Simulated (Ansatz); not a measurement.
# Si2Mo (P6_222) in Ansatz: notebook, part 2 of 2

Ansatz 0.2.0.

## Step 4: Relaxation of cell and atoms, PBEsol+U

input.yaml

```yaml
crystal:
  lattice:
    - [4.5854715599, 0.0, 0.0]
    - [-2.29273578, 3.9711348592, 0.0]
    - [0.0, 0.0, 6.5797601]
  atoms:
    - { symbol: Mo, position: [0.5, 0.5, 0.8333333333] }
    - { symbol: Mo, position: [0.0, 0.5, 0.1666666667] }
    - { symbol: Mo, position: [0.5, 0.0, 0.5] }
    - { symbol: Si, position: [0.16387298, 0.32774596, 0.5] }
    - { symbol: Si, position: [0.67225404, 0.83612702, 0.1666666667] }
    - { symbol: Si, position: [0.83612702, 0.16387298, 0.8333333333] }
    - { symbol: Si, position: [0.83612702, 0.67225404, 0.5] }
    - { symbol: Si, position: [0.32774596, 0.16387298, 0.1666666667] }
    - { symbol: Si, position: [0.16387298, 0.83612702, 0.8333333333] }
hamiltonian:
  xc: pbesol
  pseudopotentials: { kind: paw }
  hubbard: { sites: [{ species: Mo, l: d, u_eff: 8.0 }] }
kpoints:
  mp_grid: { grid: [7, 7, 4] }
scf:
  occupations: { method: fermi_dirac, width: 0.05 }
output:
  forces: true
  stress: true
  eigenvalues: true
relax:
  f_tol: 0.01
  max_steps: 40
  cell: { stress_tol: 0.05 }
```

Command:

```sh
> ansatz run input.yaml --threads 4 --pin off --max-ram 11264MiB --backend cpu --events-out ev --progress --plain --runs-dir out
```

Run time: 13 s. Hardware: 4 threads of AMD EPYC 7R43 (Zen 3), shared host; peak memory 0.57 GiB.

It converged, with:

| Property | Result |
| --- | --- |
| Free energy | -18397.9758 eV |
| Relaxed volume | 13.15 Å³/atom |
| Relaxed cell | a = 4.567 Å, b = 4.567 Å, c = 6.554 Å, α = 90.00°, β = 90.00°, γ = 120.00° |
| Space group after relaxing (to 0.05 Å) | P6_222 (No. 180) |
| Energy gained by relaxing | 1.3 meV/atom |
| Ionic steps | 4 |
| Pressure after relaxing | 0.0 GPa |
| Largest force after relaxing | 0.005 eV/Å |
| Band gap on the k mesh | 1.31 eV, indirect (least direct gap 1.67 eV) |

Forces on the atoms (eV/Å):
```
Mo   0.000  0.000  0.000
Mo   0.000  0.000  0.000
Mo   0.000  0.000  0.000
Si   0.000 -0.005  0.000
Si   0.004  0.002  0.000
Si   0.004 -0.002  0.000
Si   0.000  0.005  0.000
Si  -0.004 -0.002  0.000
Si  -0.004  0.002  0.000
```

Step by step:
| step | energy change (eV) | largest force (eV/Å) | volume (Å³) |
| --- | --- | --- | --- |
| 1 | 0.0000 | 0.0394 | 119.81 |
| 2 | -0.0117 | 0.0179 | 118.07 |
| 3 | -0.0122 | 0.0043 | 118.37 |
| 4 | -0.0119 | 0.0047 | 118.37 |

Final structure:
```xyz
9
Lattice="4.5667 0.0000 0.0000 -2.2834 3.9549 0.0000 0.0000 0.0000 6.5540" Properties=species:S:1:pos:R:3 pbc="T T T"
Mo    1.1417    1.9774    5.4617
Mo   -1.1417    1.9774    1.0923
Mo    2.2834    0.0000    3.2770
Si    0.0000    1.2942    3.2770
Si    1.1625    3.3078    1.0923
Si    3.4459    0.6471    5.4617
Si    2.2834    2.6607    3.2770
Si    1.1208    0.6471    1.0923
Si   -1.1625    3.3078    5.4617
```

Levels at points of the mesh, in eV from the valence-band top:
| k point | band 30 | band 31 | band 32 | band 33 | band 34 | band 35 | band 36 | band 37 |
| --- | --- | --- | --- | --- | --- | --- | --- | --- |
| (0.00, 0.00, 0.00) | -1.77 | -1.77 | -1.37 | -1.17 | 2.88 | 2.88 | 3.18 | 3.36 |
| (0.00, 0.00, -0.50) | -1.31 | -1.21 | -0.81 | -0.81 | 2.16 | 3.17 | 3.28 | 3.33 |

Eigenvalues of the final occupation matrices:
```tsv
site	spin	trace	eigenvalues
site 1	1	2.93	0.42 0.52 0.62 0.66 0.72
site 2	1	2.93	0.42 0.52 0.62 0.66 0.72
site 3	1	2.93	0.42 0.52 0.62 0.66 0.72
```

Caveat: odd divisions of the mesh miss points on the zone boundary, where band edges often lie, so the gap on the mesh can be too wide; the plane-wave basis is chosen anew once the cell has moved, so the energies of steps on either side of that aren't comparable; the PAW data sets come from PBE, with cores solved anew for the run's functional, which leaves a small shift of forces and pressure; the U is typed as a test and isn't derived for this compound.

## Step 5: Relaxation of cell and atoms, PBE+D4

input.yaml: that of step 4 with these lines changed.

```diff
@@ -16,5 +16,5 @@
 hamiltonian:
-  xc: pbesol
+  xc: pbe
   pseudopotentials: { kind: paw }
-  hubbard: { sites: [{ species: Mo, l: d, u_eff: 8.0 }] }
+  dispersion: d4
 kpoints:
```

Command:

```sh
> ansatz run input.yaml --threads 4 --pin off --max-ram 11264MiB --backend cpu --events-out ev --progress --plain --runs-dir out
```

It took 12 s on 4 threads of Arm Neoverse V2, shared host; peak memory 0.47 GiB.

Results (log left out):

```
Free energy                            : -18692.1285 eV
Relaxed volume                         : 13.15 Å³/atom
Relaxed cell                           : a = 4.566 Å, b = 4.566 Å, c = 6.554 Å, α = 90.00°, β = 90.00°, γ = 120.00°
Space group after relaxing (to 0.05 Å) : P6_222 (No. 180)
Energy gained by relaxing              : 1.4 meV/atom
Ionic steps                            : 4
Pressure after relaxing                : 0.0 GPa
Largest force after relaxing           : 0.003 eV/Å
Band gap on the k mesh                 : 0.27 eV, indirect (least direct gap 0.65 eV)
```

Forces on the atoms (eV/Å):
```
Mo   0.000  0.000  0.000
Mo   0.000  0.000  0.000
Mo   0.000  0.000  0.000
Si   0.000 -0.003  0.000
Si   0.003  0.002  0.000
Si   0.003 -0.002  0.000
Si   0.000  0.003  0.000
Si  -0.003 -0.002  0.000
Si  -0.003  0.002  0.000
```

The path:
```
step  energy change (eV)  largest force (eV/Å)  volume (Å³)
   1              0.0000                0.0154       119.81
   2             -0.0123                0.0229       117.91
   3             -0.0133                0.0032       118.33
   4             -0.0129                0.0032       118.33
```

Final structure:
```cif
data_structure
_symmetry_space_group_name_H-M 'P 1'
_symmetry_Int_Tables_number 1
_cell_length_a 4.5659
_cell_length_b 4.5659
_cell_length_c 6.5539
_cell_angle_alpha 90.000
_cell_angle_beta 90.000
_cell_angle_gamma 120.000
_cell_volume 118.33
loop_
_atom_site_label
_atom_site_type_symbol
_atom_site_fract_x
_atom_site_fract_y
_atom_site_fract_z
_atom_site_occupancy
Mo1 Mo 0.50000 0.50000 0.83333 1
Mo2 Mo 0.00000 0.50000 0.16667 1
Mo3 Mo 0.50000 0.00000 0.50000 1
Si1 Si 0.16398 0.32796 0.50000 1
Si2 Si 0.67204 0.83602 0.16667 1
Si3 Si 0.83602 0.16398 0.83333 1
Si4 Si 0.83602 0.67204 0.50000 1
Si5 Si 0.32796 0.16398 0.16667 1
Si6 Si 0.16398 0.83602 0.83333 1
```

Levels at points of the mesh, in eV from the valence-band top:
| k point | band 31 | band 32 | band 33 | band 34 | band 35 | band 36 |
| --- | --- | --- | --- | --- | --- | --- |
| (0.00, 0.00, 0.00) | -2.66 | -2.01 | -0.74 | 2.13 | 2.50 | 2.50 |
| (0.00, 0.00, -0.50) | -1.99 | -0.65 | -0.65 | 1.99 | 2.44 | 2.44 |

Caveat: odd divisions of the mesh miss points on the zone boundary, where band edges often lie, so the gap on the mesh can be too wide; the plane-wave basis is chosen anew once the cell has moved, so the energies of steps on either side of that aren't comparable.

## Step 6: Summary

| level | U | hubbard projectors | double counting | gap on the mesh (eV) | pressure (GPa) | relaxed volume (Å³/atom) |
| --- | --- | --- | --- | --- | --- | --- |
| PBEsol+U | Mo d U = 5 eV | ortho-atomic (the default) | fll (the default) | 0.78 | 0.0 | 13.15 |
| PBEsol+U | Mo d U = 6 eV | ortho-atomic (the default) | fll (the default) | 0.96 | 0.0 | 13.14 |
| PBEsol+U | Mo d U = 8 eV | ortho-atomic (the default) | fll (the default) | 1.31 | 0.0 | 13.15 |
| PBE+D4 | - | - | - | 0.27 | 0.0 | 13.15 |

Alike in all rows: task relaxation of cell and atoms; potentials or basis Ansatz PAW; no spin polarisation; cell relaxed; k mesh 7 × 7 × 4; cutoff (eV) 420; smearing fermi-dirac 0.05 eV.

Caveats: odd divisions of the mesh miss points on the zone boundary, where band edges often lie, so the gap on the mesh can be too wide; the plane-wave basis is chosen anew once the cell has moved, so the energies of steps on either side of that aren't comparable; the PAW data sets come from PBE, with cores solved anew for the run's functional, which leaves a small shift of forces and pressure (some runs); the U is typed as a test and isn't derived for this compound (some runs).

Absolute energies hang on the potentials; compare differences alone.
